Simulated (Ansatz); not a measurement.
# Al2O3: from a guess to a relaxed structure

Aim: relax a trial structure of Al2O3 and see where it ends.

Computed with Ansatz 0.2.0 (DFT PBE, scalar-relativistic, plane waves, PAW, unless a step's input says otherwise).

### Step 1. The structure to begin with

The structure is cubic, space group I2_13 (No. 199). The conventional cell has a = 9.137 Å, b = 9.137 Å, c = 9.137 Å, α = 90.00°, β = 90.00°, γ = 90.00°. Al (site symmetry 3) has 3 O at 1.65 Å as nearest neighbours. Around O (site symmetry 2) lie 2 Al at 1.65 Å.

As a file:

```cif
data_structure
_symmetry_space_group_name_H-M 'I2_13'
_symmetry_Int_Tables_number 199
_cell_length_a 9.1372
_cell_length_b 9.1372
_cell_length_c 9.1372
_cell_angle_alpha 90.000
_cell_angle_beta 90.000
_cell_angle_gamma 90.000
_cell_volume 762.85
loop_
_atom_site_label
_atom_site_type_symbol
_atom_site_symmetry_multiplicity
_atom_site_Wyckoff_symbol
_atom_site_fract_x
_atom_site_fract_y
_atom_site_fract_z
_atom_site_occupancy
Al1 Al 8 a 0.37500 0.37500 0.37500 1
O1 O 12 b 0.50000 0.25000 0.33670 1
```

The cell is invented: 3-connected net, bridging atoms on its edges, bridges bent (I2_13, No. 199). Its size is a rough estimate.

### Step 2. Probe: one point on a coarse mesh

The input, input.yaml:

```yaml
crystal:
  lattice:
    - [-4.56860093, 4.56860093, 4.56860093]
    - [4.56860093, -4.56860093, 4.56860093]
    - [4.56860093, 4.56860093, -4.56860093]
  atoms:
    - { symbol: Al, position: [0.75, 0.75, 0.75] }
    - { symbol: Al, position: [0.5, 0.0, 0.75] }
    - { symbol: Al, position: [0.0, 0.75, 0.5] }
    - { symbol: Al, position: [0.75, 0.5, 0.0] }
    - { symbol: O, position: [0.58669506, 0.83669506, 0.75] }
    - { symbol: O, position: [0.83669506, 0.75, 0.58669506] }
    - { symbol: O, position: [0.75, 0.58669506, 0.83669506] }
    - { symbol: O, position: [0.25, 0.91330494, 0.66330494] }
    - { symbol: O, position: [0.66330494, 0.25, 0.91330494] }
    - { symbol: O, position: [0.91330494, 0.66330494, 0.25] }
basis:
  ecutwfc: 420
kpoints:
  mp_grid: { grid: [4, 4, 4] }
hamiltonian:
  xc: pbe
scf:
  occupations: { method: gaussian, width: 0.1 }
  lower_state_search: "off"
output:
  forces: true
  stress: true
  eigenvalues: true
```

On the command line:

```bash
$ ansatz run input.yaml --threads 1 --pin off --max-ram 2560MiB --backend cpu --events-out ev --progress --plain --runs-dir out
```

The session goes on with these runs: final relaxation; relaxation repeated from the relaxed cell.

What does the calculation give? Wanted: conventional cell; volume; energy over the elements; gap on the mesh.

**Answer**, as computed:

| quantity | value |
| --- | --- |
| symmetry at the end (tolerance 0.02 Å) | space group I2_13 (No. 199) |
| conventional cell | a = 9.511 Å, b = 9.511 Å, c = 9.511 Å, α = 90.00°, β = 90.00°, γ = 90.00° |
| volume | 43.02 Å³/atom |
| energy over the elements (uncorrected; H, N, O, F and Cl as molecules) | -2.42 eV/atom |
| gap on the mesh | 4.02 eV |

In words: The space group I2_13 (No. 199) is kept, and the volume per atom grows by 12.8 % from the first guess. A negative formation energy is needed for stability but isn't enough; other structures and compounds were not set against it here. No finished test with a distortion of lower symmetry is shown, so the end may be a saddle point.
